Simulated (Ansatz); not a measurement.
Crystal: CoSi2.

```xyz
3
Lattice="0.0000 2.6780 2.6780 2.6780 0.0000 2.6780 2.6780 2.6780 0.0000" Properties=species:S:1:pos:R:3 pbc="T T T"
Co    0.0000    0.0000    0.0000
Si    4.0170    4.0170    4.0170
Si    1.3390    1.3390    1.3390
```

A run of Ansatz 0.2.0 on this cell left the log below. Logs are shortened: lines on timing, memory, paths and dates and some standing lists are left out, and cuts for length are marked.

```text
Warning: output.stress: scf.convergence.dr2_threshold = 1e-7 eV (the SCF's general default) is looser than the 3e-10 eV advised for a printed stress (1e-10 eV for each atom of the cell: 3). What an SCF threshold leaves in a stress goes as its square root, and in the free energy as the threshold itself, and one threshold admits the most on a small cell: of the crystals measured, under no hybrid functional and no lock of the moments, on runs that ended without the residual-converged pass, on stresses that held no estimate of that error, the worst erred by over 100 MPa in a component at 1e-7 eV an atom and by under 5 at 1e-10. Set scf.convergence.dr2_threshold to 3e-10 eV or tighter. The threshold is an SCF's pass mark: one that does not reach it within its budget of iterations ends unconverged, or closes short of it on a stop that the run arms, and scf.convergence.dr2_threshold's page says what that costs each kind of run
Warning: RAYON_NUM_THREADS=2 ignored (pool sized by the plan → 2); use --threads N
Engine: ansatz 0.2.0, x86_64-unknown-linux-gnu
Pseudopotentials: kind: paw
Pseudopotential: Co, paw, valence charge 17, recommended cutoff 420 eV (normal), Co.paw.azcp
Pseudopotential: Si, paw, valence charge 4, recommended cutoff 420 eV (normal), Si.paw.azcp
Functional definition: PBE
  parameter kappa = 0.804
  parameter beta = 0.06672455060314922
  exchange = pbe_x(kappa = kappa, mu = beta*pi^2/3)
  correlation = pbe_c(beta = beta)
Crystal: 3 atoms, lattice volume = 38.412 Å³
Basis set: ecut = 420 eV, 749 PW (Γ), exchange–correlation on 54×54×54 points (8 copies of the dense FFT grid, shifted against one another)
Bands: 17, of which v1, the nominal top of the filled ones, is band 13 counted from 1 (12 counted from 0)
Symmetry: 48 space group operations
Space group: Fm-3m (ITA 225), of the structure as read, at distance tolerance 3.4e-5 Å
Magnetic group: BNS 225.116 (UNI 1618), of the structure as read, at distance tolerance 3.4e-5 Å
k-points: 20 of 343
Non-local potential: Co, projectors of the file, l = 0: 3, l = 1: 2, l = 2: 3, l = 3: 1
Non-local potential: Si, projectors of the file, l = 0: 2, l = 1: 2, l = 2: 2
PAW form: soft (Blöchl's): semilocal exchange-correlation on the pseudo side does not see the compensation charge
PAW one-centre angular grid: Co, 590 points (default); XC on 64 Gauss nodes
PAW one-centre angular grid: Si, 110 points (default); XC on 64 Gauss nodes
Initial density: superposition of atomic densities (chi_scale 0.1, normalization cell)
Starting moments: Σ|m| = 1 μB on 1 of 3 sites
Initial wavefunctions: pseudopotential atomic-orbital guess
[... 18 lines left out ...]
Stability checked in part: among states of this total moment the steps that led to this state did not find it unstable. No probe was made; neither looks for a lower state of another moment (fixed_total_moment; see scf.lower_state_search)
an eigenvalue changed by more than its tolerance at an iteration that met the thresholds in force, so the SCF went on 1 time: the last check found none over its tolerance
Magnetization: 1.0000 μB (13.0000 up, 12.0000 down)
Absolute magnetization: 1.0003 μB (∫|ρ↑−ρ↓|, with the PAW one-centre terms)
Spin contamination: 0.0021 ħ² per cell (⟨S²⟩ above its minimum at these occupations)
Per-site moments (μB) at R_I (Å): [(0.5686931749715888, 0.9566766129255746), (0.08819897552602421, 0.9566766129255746), (0.08819897552602433, 0.9566766129255748)]
Free energy (F): -6398.722666 eV
Harris-Foulkes:  -6398.722666 eV  (|F-HF|=3.45e-9)
Internal energy: -6398.707011 eV  (E = F + TS)
E sigma→0 (E₀):  -6398.714839 eV
Entropy (-TS):   -0.015656 eV (-5.219 meV/atom)
Fermi energy:    13.429169 (↑ 14.432553, ↓ 12.425785) eV
--- Per-component energies (eV) ---
  E_band       = -284.801244
  E_kinetic    = 547.504755
  E_local      = -4095.378966  (includes V_loc(G=0)·N_el)
  E_nonlocal   = 502.284669
  E_hartree    = 1781.079354
  E_xc         = -274.222961
  E_vxc        = -305.371066  (∫ρ·V_xc dr)
  E_paw        = -2541.487581  (= ΣΔE_a)
  E_vpaw       = -495.993646  (= ΣTr[D̂ρ^β])
  E_aug_tail   = 0.000156  (compensation charges beyond the density's cutoff)
  E_ewald      = -2318.486437
  E_smearing   = -0.015656  (= −TS)
  E_closure    = -0.000000  (closes the sum)
  Σ components = -6398.722666   (vs F -6398.722666, Δ=0.00e0)
--- Forces (eV/Å), atoms counted from 1 ---
  atom   1  Co    -0.00000000     0.00000000    -0.00000000
  atom   2  Si     0.00000000     0.00000000     0.00000000
  atom   3  Si     0.00000000    -0.00000000     0.00000000
  max |Σ_I F_I| component: 3.70e-17 eV/Å
--- Stress (GPa, compression-positive) ---
        4.774038      -0.000000       0.000000
        0.000000       4.774038       0.000000
       -0.000000       0.000000       4.774038
  P = ⅓ Tr σ = 4.7740 GPa (47.740 kbar)
--- Band table (eV; the first three rows and the last of 40) ---
  k-point 0 ↑: bands = ["-82.2551", "-45.5635", "-45.5635", "-45.5635", "-0.3538", "8.5891", "8.5891", "8.5891", "10.6459", "10.6459", "13.5644", "16.1085", "16.1085", "16.1085", "16.1719", "16.1719", "16.1719"]
  k-point 1 ↑: bands = ["-82.2551", "-45.5640", "-45.5636", "-45.5636", "-0.0444", "7.8991", "8.6947", "8.6947", "10.5731", "10.5731", "13.1499", "14.4911", "14.8597", "14.8597", "17.1387", "17.1387", "17.9692"]
  k-point 2 ↑: bands = ["-82.2551", "-45.5649", "-45.5637", "-45.5637", "0.8654", "6.2515", "8.9220", "8.9220", "10.5387", "10.5387", "11.4122", "13.5840", "13.5840", "15.2251", "16.4825", "16.4825", "17.2482"]
  k-point 19 ↓: bands = ["-81.6259", "-44.9503", "-44.9501", "-44.9494", "4.6555", "4.7260", "6.7635", "7.8905", "10.4772", "10.7506", "11.2703", "11.7385", "12.3961", "15.8281", "17.3682", "18.8421", "20.2951"]
```

What input gives this log?

Single point with PBE, collinear spin, ferromagnetic start. The files as run (others can give the same):

input.yaml
```yaml
crystal:
  lattice:
    - [0.0, 2.678, 2.678]
    - [2.678, 0.0, 2.678]
    - [2.678, 2.678, 0.0]
  atoms:
    - { symbol: Co, position: [0.0, 0.0, 0.0], spin: 1.0 }
    - { symbol: Si, position: [0.75, 0.75, 0.75] }
    - { symbol: Si, position: [0.25, 0.25, 0.25] }
hamiltonian:
  xc: pbe
  pseudopotentials: { kind: paw }
magnetization:
  spin_polarized: true
  initial_magnetization: 1.0
  spin_locking: { lock_magnetization: hard }
kpoints:
  mp_grid: { grid: [7, 7, 7] }
scf:
  occupations: { method: fermi_dirac, width: 0.05 }
  lower_state_search: "off"
output:
  forces: true
  stress: true
  eigenvalues: true
  write_density: true
  write_potential: true
  elf: true
  volumetric_format: npy
```

Potentials or basis: Ansatz PAW.
Run with:
```bash
$ ansatz run input.yaml --threads 2 --pin off --max-ram 5632MiB --backend cpu --events-out ev --progress --plain --runs-dir out
```

Caveat: the total moment is fixed, so each spin has its own Fermi level; the thresholds are loose for stress.
